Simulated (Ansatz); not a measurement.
**Field gradients at the nuclei of NaI**

```
Na I
1.0
     5.14527    0.00000    0.00000
    -2.57263    4.45593    0.00000
     0.00000    0.00000    8.00599
Na I
2 2
Cartesian
  0.0000 2.9706 -0.0507
  2.5726 1.4853 3.9523
  0.0000 2.9706 3.0610
  2.5726 1.4853 7.0640
```

Atom numbers follow the list: Na1, Na2, I3, I4.

The structure comes from a relaxation in the same program, started in the wurtzite type, and has space group P6_3mc. Whether it is a known phase or the ground state wasn't checked.

All numbers are computed: DFT, PBE, all-electron PAW with datasets made for the crystal, scalar-relativistic (Ansatz 0.2.0); DFT, PBE, PAW with Ansatz's default frozen-core files, scalar-relativistic (Ansatz 0.2.0).

For the crystal-made all-electron datasets (AE datasets): a Γ-centred 10×10×6 k mesh, Fermi–Dirac smearing of 0.08 eV, cutoff 260 eV (chosen by the program for this cell), no spin polarisation. PAW takes a cutoff of 420 eV at this cell. The Ansatz runs share mesh, smearing and spin set-up.

Spin–orbit coupling is left out, which moves gradients at and beside heavy atoms by some per cent and at worst by a factor of two.

Vzz is the principal value of largest size of the traceless field-gradient tensor, in 10²¹ V/m², and η = (Vxx − Vyy)/Vzz with |Vzz| ≥ |Vyy| ≥ |Vxx|.

```json
{"site": "Na1", "site symmetry": "3m.", "Vzz (η), AE datasets": "0.09 (η = 0.00)", "Vzz (η), PAW": "0.09 (η = 0.00)"}
{"site": "I3", "site symmetry": "3m.", "Vzz (η), AE datasets": "-1.10 (η = 0.00)", "Vzz (η), PAW": "-1.11 (η = 0.00)"}
```

Problem. Taking Q(I-127) = -0.696 b, what quadrupole coupling constant follows at I3 from AE datasets?

Solution. Cq = eQVzz/h = 24.180 MHz × -0.696 × (-1.10) = 18.5 MHz.
